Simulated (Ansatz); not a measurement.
Below is a relaxed structure of Ir. The cell was found from a structure generator's guess, not taken from experiment.

Computed with DFT PBE, scalar-relativistic, plane waves, PAW in Ansatz 0.2.0. Cutoff 420 eV, Γ-centred mesh, Gaussian smearing, no spin polarisation.

```cif
data_structure
_symmetry_space_group_name_H-M 'P 1'
_symmetry_Int_Tables_number 1
_cell_length_a 2.7467
_cell_length_b 2.7467
_cell_length_c 4.4581
_cell_angle_alpha 90.000
_cell_angle_beta 90.000
_cell_angle_gamma 120.000
_cell_volume 29.13
loop_
_atom_site_label
_atom_site_type_symbol
_atom_site_fract_x
_atom_site_fract_y
_atom_site_fract_z
_atom_site_occupancy
Ir1 Ir 0.33333 0.66667 0.25000 1
Ir2 Ir 0.66667 0.33333 0.75000 1
```

Energies count from the standard state of Ir at the same level.

(1) Find its symmetry and describe it.

(2) How far does it lie from the standard state of Ir?

(3) Is it a metal?

Answers

(1) P6_3/mmc (No. 194), the hcp type. Conventional cell: a = 2.747 Å, c = 4.458 Å. Ir is surrounded by 12 Ir at 2.74–2.75 Å.

(2) +0.08 eV/atom. So it is a metastable form at best.

(3) Yes, bands cross the Fermi level on the 24×24×12 mesh.

The last run used a 24×24×12 mesh (in the run's order of axes) for its 2-atom cell and Gaussian smearing of 0.10 eV. Spin–orbit coupling, which can matter for Ir, is left out. This cell was reached by moving the atoms of another relaxed cell at random and relaxing again, last within the group found; it had no such test of its own.
